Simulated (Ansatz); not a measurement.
## RbBr: computed DOS

```cif
data_structure
_symmetry_space_group_name_H-M 'Fm-3m'
_symmetry_Int_Tables_number 225
_cell_length_a 6.8550
_cell_length_b 6.8550
_cell_length_c 6.8550
_cell_angle_alpha 90.000
_cell_angle_beta 90.000
_cell_angle_gamma 90.000
_cell_volume 322.12
loop_
_atom_site_label
_atom_site_type_symbol
_atom_site_symmetry_multiplicity
_atom_site_Wyckoff_symbol
_atom_site_fract_x
_atom_site_fract_y
_atom_site_fract_z
_atom_site_occupancy
Rb1 Rb 4 a 0.00000 0.00000 0.00000 1
Br1 Br 4 b 0.50000 0.00000 0.00000 1
```

The runs use the primitive cell with vectors (0.000, 3.428, 3.428), (3.428, 0.000, 3.428), (3.428, 3.428, 0.000) Å, to which the k mesh refers.

It takes space group Fm-3m (No. 225, cubic). Conventional cell: a = 6.855 Å, b = 6.855 Å, c = 6.855 Å, α = 90.00°, β = 90.00°, γ = 90.00°. Rb (site symmetry m-3m) is surrounded by 6 Br at 3.43 Å. Br (site symmetry m-3m) has 6 Rb at 3.43 Å as nearest neighbours.

The cell is COD entry 1010048, as deposited and not checked against the literature; nothing was relaxed. It is an old determination, and later ones may differ.

All numbers below come from Ansatz 0.2.0, DFT, PBEsol, all-electron LAPW, scalar-relativistic.

Settings: a Γ-centred 7×7×7 k mesh, Fermi–Dirac smearing of 0.03 eV, basis error target 1 meV/atom, no spin polarisation.

(1) Which of the resolved shells contributes most in the top eV of the valence band?

(2) Tabulate the density of states.

## Answers

(1) Br 4p, with 95 % of all states there; Rb 5s follows with 3 %.

(2) States per eV and cell, averaged over 0.6 eV, from -8.9 to 5.9 eV, with energies (bin centres) from the valence-band top; empty bins are left out. The partial columns, the largest 3 alone, are projections on Löwdin-orthogonalised atomic shells (those that the program's projection atoms carry: the occupied ones and, for some elements, an empty d or f shell; other empty shells have no column), summed over atoms of an element. Weights on diffuse s and p shells depend on that basis and aren't pure angular character.
```json
{"E (eV)": "-8.7", "total": "10.00", "Rb 4p": "9.83", "Br 4p": "0.10", "Rb 5s": "0.01"}
{"E (eV)": "-0.9", "total": "2.67", "Rb 4p": "0.02", "Br 4p": "2.38", "Rb 5s": "0.24"}
{"E (eV)": "-0.3", "total": "7.33", "Rb 4p": "0.08", "Br 4p": "7.14", "Rb 5s": "0.03"}
{"E (eV)": "4.5", "total": "0.06", "Rb 4p": "0.00", "Br 4p": "0.00", "Rb 5s": "0.04"}
{"E (eV)": "5.1", "total": "0.19", "Rb 4p": "0.00", "Br 4p": "0.01", "Rb 5s": "0.14"}
{"E (eV)": "5.7", "total": "0.76", "Rb 4p": "0.00", "Br 4p": "0.04", "Rb 5s": "0.31"}
```
